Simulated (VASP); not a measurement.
ZrC:

```
CELL_PARAMETERS angstrom
0.00000 2.36314 2.36314
2.36314 0.00000 2.36314
2.36314 2.36314 0.00000
ATOMIC_POSITIONS crystal
Zr 0.00000 0.00000 0.00000
C 0.50000 0.50000 0.50000
```

Base run:

| Item | Value |
| --- | --- |
| Program | VASP 6.6.1 |
| Functional | RPBE |
| Potentials or basis | VASP PAW PBE potentials, release 64 (Zr_sv, C) |
| Cutoff | 520 eV |
| k mesh | 7 × 7 × 7 |
| Occupations | fermi-dirac, width 0.0324 eV |
| Spin | no spin polarisation |

Its results: band gap on the k mesh none (metal or under the smearing width); pressure 1.0 GPa.

The run is repeated on the same cell with these changes: functional from RPBE to PBE; further incar settings from ALGO = Normal; EDIFF = 1e-06; NBANDS = 15 to ALGO = Fast; EDIFF = 1e-07; NBANDS = 15. What comes out?

Band gap on the k mesh none (metal or under the smearing width); pressure -2.2 GPa.

Caveats: the PAW data sets were made with another functional, which shifts forces and pressure a little (some runs).
